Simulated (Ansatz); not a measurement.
## A sublattice moved along a line in InP

The calculation used DFT PBE, scalar-relativistic, plane waves, PAW in Ansatz 0.2.0. The runs took a 420 eV cutoff, a Γ-centred 14×14×14 mesh and Gaussian smearing (0.15 eV). No spin polarisation. Energies are free energies at this smearing, counted from the undisturbed cell; pressure is positive in compression.

Reference structure (as given, not relaxed at this level; it stands at -5.3 GPa; this rock-salt form isn't the usual structure):

```
In P
1.0
     0.00000    2.85500    2.85500
     2.85500    0.00000    2.85500
     2.85500    2.85500    0.00000
In P
1 1
Direct
  0.00000 0.00000 0.00000
  0.50000 0.50000 0.50000
```

Every In atom is moved by x along the Cartesian unit vector (0.000, 0.000, -1.000); the cell and all other atoms stay fixed. The cell is metallic on the mesh throughout.

| x (Å) | ΔE (meV/cell) |
| --- | --- |
| -0.1000 | 4.4 |
| -0.0500 | 1.0 |
| 0.0000 | 0.0 |
| 0.0250 | 0.3 |
| 0.0750 | 2.4 |
| 0.0875 | 3.3 |

Task: Predict the force along x on the moved atoms (eV/Å) at each point.

Result:
| x (Å) | force along x on the moved atoms (eV/Å) |
| --- | --- |
| -0.1000 | 0.09 |
| -0.0500 | 0.04 |
| 0.0000 | 0.00 |
| 0.0250 | -0.02 |
| 0.0750 | -0.07 |
| 0.0875 | -0.08 |